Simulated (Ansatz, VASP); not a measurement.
# Two plane-wave programs on AlN

The input INCAR:

```
PREC = Accurate
ENCUT = 520
EDIFF = 1E-7
ISMEAR = 0
SIGMA = 0.05
LREAL = F
LASPH = T
NELM = 100
ALGO = Normal
ISIF = 2
LWAVE = F
LCHARG = F
GGA = PE
NBANDS = 11
```

File KPOINTS:

```
regular mesh
0
Gamma
  10 10 10
```

Contents of POSCAR:

```
AlN
1.0
   -0.1604313186      1.9579399658      1.9579399658
    1.9579399658     -0.1604313186      1.9579399658
    1.9579399658      1.9579399658     -0.1604313186
Al N
1 1
Direct
    0.5000000000      0.5000000000      0.5000000000
    0.0000000000      0.0000000000      0.0000000000
```

Input for Ansatz:

```yaml
crystal:
  lattice:
    - [-0.1604313186, 1.9579399658, 1.9579399658]
    - [1.9579399658, -0.1604313186, 1.9579399658]
    - [1.9579399658, 1.9579399658, -0.1604313186]
  atoms:
    - { symbol: Al, position: [0.5, 0.5, 0.5] }
    - { symbol: "N", position: [0.0, 0.0, 0.0] }
basis:
  ecutwfc: 520.0
kpoints:
  mp_grid: { grid: [10, 10, 10] }
hamiltonian:
  xc: pbe
  pseudopotentials: { kind: paw, azcp: { folder: soft_1 } }
scf:
  occupations: { method: gaussian, width: 0.05 }
output:
  forces: true
  stress: true
  eigenvalues: true
```

Alike in both runs: task single point; functional PBE; k mesh 10 × 10 × 10; occupations gaussian, width 0.05 eV; no spin polarisation.

```csv
,VASP,Ansatz
version,VASP 6.6.1,Ansatz 0.2.0
potentials or method,"VASP PAW PBE potentials, release 64 (Al, N)","scalar-relativistic, plane waves, PAW"
plane-wave cutoff (eV),520,520
valence electrons in the cell,8,8
```

Ansatz gave:

| Property | Result |
| --- | --- |
| gap on the k mesh at the Fermi level (eV) | 2.59 |
| least direct gap on the mesh (eV) | 4.00 |
| pressure (GPa) | 1.0 |
| largest component of the traceless stress (GPa) | 20.98 |

Estimate VASP's values.

gap on the k mesh at the Fermi level (eV): 2.58; least direct gap on the mesh (eV): 4.00; pressure (GPa): 0.9; largest component of the traceless stress (GPa): 20.99.

A k mesh can miss the band edges.
